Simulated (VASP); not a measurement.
VASP 6.6.1 run: NaH

INCAR

```
IBRION = -1
ISIF = 2
NSW = 0
NBANDS = 11
LWAVE = .FALSE.
SIGMA = 0.005
ENCUT = 520
NELM = 59
GGA = PE
ISMEAR = 1
LASPH = .TRUE.
PREC = Accurate
LREAL = .FALSE.
LCHARG = .FALSE.
EDIFF = 1E-7
```

KPOINTS

```
KPOINTS created by Atomic Simulation Environment
0
Gamma
10 10 10
0 0 0
```

POSCAR

```
Na H
 1.0000000000000000
     0.0000000000000000    2.3975116422000000    2.3975116422000000
     2.4085401958000001    0.0000000000000000    2.3975116422000000
     2.4085401958000001    2.3975116422000000    0.0000000000000000
 Na  H
   1   1
Cartesian
  0.0000000000000000  0.0000000000000000  0.0000000000000000
  2.4085401958000001  2.3975116422000000  2.3975116422000000
```

The recommended PBE PAW datasets give the neutral cell 8 valence electrons.

Command

```
mpirun -np 1 vasp_std
```

OSZICAR

```
N       E                     dE             d eps       ncg     rms          rms(c)
DAV:   1     0.375219767537E+02    0.37522E+02   -0.45640E+03  2259   0.742E+02
DAV:   2    -0.418196441897E+01   -0.41704E+02   -0.41015E+02  2322   0.197E+02
DAV:   3    -0.550710050709E+01   -0.13251E+01   -0.13232E+01  2716   0.336E+01
DAV:   4    -0.551574027830E+01   -0.86398E-02   -0.86390E-02  2569   0.273E+00
DAV:   5    -0.551581340290E+01   -0.73125E-04   -0.73123E-04  2613   0.258E-01    0.320E+00
DAV:   6    -0.517567392005E+01    0.34014E+00   -0.32572E-01  2609   0.280E+00    0.149E+00
DAV:   7    -0.508220734841E+01    0.93467E-01   -0.32395E-01  2514   0.217E+00    0.350E-01
DAV:   8    -0.508680965014E+01   -0.46023E-02   -0.99469E-03  2433   0.966E-01    0.679E-02
DAV:   9    -0.508675636170E+01    0.53288E-04   -0.11354E-03  2693   0.360E-01    0.232E-02
DAV:  10    -0.508673948349E+01    0.16878E-04   -0.62033E-05  2546   0.499E-02    0.428E-03
DAV:  11    -0.508674248913E+01   -0.30056E-05   -0.57019E-06  2558   0.109E-02    0.306E-03
DAV:  12    -0.508674224886E+01    0.24027E-06   -0.21679E-07  2626   0.315E-03    0.264E-04
DAV:  13    -0.508674226010E+01   -0.11241E-07   -0.53116E-09  1380   0.560E-04
   1 F= -.50867423E+01 E0= -.50867431E+01  d E =0.260664E-05
```

From OUTCAR

```
k-points           NKPTS =    102   k-points in BZ     NKDIM =    102   number of bands    NBANDS=     11

   NELECT =       8.0000    total number of electrons

   dimension x,y,z NGX =    28 NGY =   28 NGZ =   28
   dimension x,y,z NGXF=    56 NGYF=   56 NGZF=   56

  energy-cutoff  :      520.00
  volume of cell :       27.69
      direct lattice vectors                 reciprocal lattice vectors
     0.000000000  2.397511642  2.397511642    -0.207594626  0.208549561  0.208549561
     2.408540196  0.000000000  2.397511642     0.207594626 -0.208549561  0.208549561
     2.408540196  2.397511642  0.000000000     0.207594626  0.208549561 -0.208549561

 k-points in reciprocal lattice and weights: KPOINTS created by Atomic Simulation Env
   0.00000000  0.00000000  0.00000000       0.001
   0.10000000  0.00000000  0.00000000       0.008
   0.20000000  0.00000000  0.00000000       0.008
   0.30000000 -0.00000000 -0.00000000       0.008
   0.40000000 -0.00000000 -0.00000000       0.008
   0.50000000 -0.00000000 -0.00000000       0.004
   0.10000000  0.10000000  0.00000000       0.004
   0.20000000  0.10000000  0.00000000       0.016
   ...

 E-fermi :  -1.0637

 k-point     1 :       0.0000    0.0000    0.0000
  band No.  band energies     occupation
      1     -23.1239      2.00000
      2     -23.1223      2.00000
      3     -23.1223      2.00000
      4      -4.7241      2.00000
      5       9.5308      0.00000
      6      14.6735      0.00000
      7      14.6972      0.00000
      8      14.6972      0.00000
      9      15.5896      0.00000
     10      15.5954      0.00000
     11      15.5954      0.00000

 k-point     2 :       0.1000    0.0000    0.0000
  band No.  band energies     occupation
      1     -23.1326      2.00000
      2     -23.1245      2.00000
      3     -23.1234      2.00000
      4      -4.5489      2.00000
      5       8.9533      0.00000
      6      12.5509      0.00000
      7      14.0604      0.00000
      8      14.0865      0.00000
      9      16.3411      0.00000
     10      16.3452      0.00000
     11      16.4988      0.00000

 k-point     3 :       0.2000    0.0000    0.0000
  band No.  band energies     occupation
      1     -23.1578      2.00000
      2     -23.1276      2.00000
      3     -23.1263      2.00000
      4      -4.0403      2.00000
      5       7.2914      0.00000
      6      11.0281      0.00000
      7      13.3442      0.00000
      8      13.3854      0.00000
      9      16.7809      0.00000
     10      16.8437      0.00000
     11      17.5122      0.00000

 k-point     4 :       0.3000   -0.0000   -0.0000
  band No.  band energies     occupation
      1     -23.1886      2.00000
      2     -23.1314      2.00000
      3     -23.1299      2.00000
      4      -3.2603      2.00000
      5       5.2353      0.00000
      6      10.3037      0.00000
      7      12.8251      0.00000
      8      12.8804      0.00000
      9      16.1897      0.00000
     10      16.2780      0.00000
     11      18.2164      0.00000

 k-point     5 :       0.4000   -0.0000   -0.0000
  band No.  band energies     occupation
      1     -23.2132      2.00000
      2     -23.1345      2.00000
      3     -23.1328      2.00000
      4      -2.3841      2.00000
      5       3.4991      0.00000
      6       9.9607      0.00000
      7      12.5153      0.00000
      8      12.5808      0.00000
      9      15.6668      0.00000
     10      15.7516      0.00000
     11      18.1964      0.00000

 ...

  Total        0.0534846      0.0801469      0.0801469      0.0000000      0.0000000      0.0000000
  in kB        3.0948086      4.6375848      4.6375848      0.0000000      0.0000000      0.0000000
  external PRESSURE =       4.1233261 kB  Pullay stress =       0.0000000 kB

 POSITION                                       TOTAL-FORCE (eV/Angst)
 -----------------------------------------------------------------------------------
      0.00000      0.00000      0.00000         0.000000     -0.000000      0.000000
      2.40854      2.39751      2.39751         0.000000      0.000000     -0.000000
 -----------------------------------------------------------------------------------
    total drift:                               -0.000000     -0.000000     -0.000000

  FREE ENERGIE OF THE ION-ELECTRON SYSTEM (eV)
  ---------------------------------------------------
  free  energy   TOTEN  =        -5.0867422601 eV

  energy  without entropy=       -5.0867448667  energy(sigma->0) =       -5.08674313
```

It converged. Results: gap between bands v and c on the k mesh 3.81 eV; least direct gap on the k mesh 4.66 eV; pressure 0.4 GPa. Band v is the last that the valence electrons fill when counted band by band, and c is the next.

For comparison, a separate PBE run of the intended cell, on usual settings and not on those above, gives a gap of 3.81 eV on its mesh and a pressure of 0.4 GPa.

The run above took about 22 s on one core of a shared host (Intel Xeon Platinum 8488C) and held 0.16 GiB at most.
